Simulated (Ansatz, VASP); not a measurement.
# Sb: VASP beside Ansatz

File POSCAR:

```
Sb
1.0
   -1.7216336154      1.7216336154      2.0210481572
    1.7216336154     -1.7216336154      2.0210481572
    1.7216336154      1.7216336154     -2.0210481572
Sb
1
Direct
    0.0000000000      0.0000000000      0.0000000000
```

The input INCAR.step1:

```
  ALGO = Normal
  EDIFF = 1E-4
  ENCUT = 520
  GGA = PE
  ISMEAR = 0
  LASPH = True
  LCHARG = False
  LREAL = False
  LWAVE = True
  NBANDS = 8
  NELM = 100
  PREC = Accurate
  SIGMA = 0.15
```

File INCAR.step2:

```
  ALGO = Normal
  EDIFF = 1E-6
  ENCUT = 520
  ISIF = 2
  ISMEAR = 0
  ISTART = 1
  LASPH = True
  LCHARG = True
  LELF = True
  LMIXTAU = True
  LREAL = False
  LVHAR = True
  LWAVE = False
  METAGGA = R2SCAN
  NBANDS = 8
  NELM = 100
  PREC = Accurate
  SIGMA = 0.15
```

Contents of KPOINTS:

```
k-points
0
Gamma
  18 18 18
```

Input for Ansatz:

```yaml
crystal:
  lattice:
    - [-1.7216336154, 1.7216336154, 2.0210481572]
    - [1.7216336154, -1.7216336154, 2.0210481572]
    - [1.7216336154, 1.7216336154, -2.0210481572]
  atoms:
    - { symbol: Sb, position: [0.0, 0.0, 0.0] }
basis:
  ecutwfc: 500
kpoints:
  mp_grid: { grid: [18, 18, 18] }
hamiltonian:
  xc: r2scan
scf:
  occupations: { method: gaussian, width: 0.15 }
output:
  forces: true
  stress: true
  eigenvalues: true
```

Change from the starting cell: strain -0.080 along x and y, +0.080 along z, atoms carried along.

Alike in both runs: task single point; functional r2SCAN; k mesh 18 × 18 × 18; occupations gaussian, width 0.15 eV; no spin polarisation.

|  | VASP | Ansatz |
| --- | --- | --- |
| version | VASP 6.6.1 | Ansatz 0.2.0 |
| potentials or method | VASP PAW PBE potentials, release 64 (Sb) | scalar-relativistic, plane waves, PAW |
| plane-wave cutoff (eV) | 520 | 500 |
| valence electrons in the cell | 5 | 15 |

|  | VASP | Ansatz | Ansatz less VASP |
| --- | --- | --- | --- |
| gap on the k mesh at the Fermi level (eV) | none | none | - |
| pressure (GPa) | 10.1 | 10.1 | +0.03 |
| largest component of the traceless stress (GPa) | 3.82 | 3.86 | +0.042 |

A gap of «none» marks a metal or a gap that the smearing closes. The two sets of potentials don't hold the same shells in valence.

Caveats: the PAW data sets were made with another functional, which shifts forces and pressure a little (VASP). Spin-orbit coupling is left out, which matters for the levels of Sb.
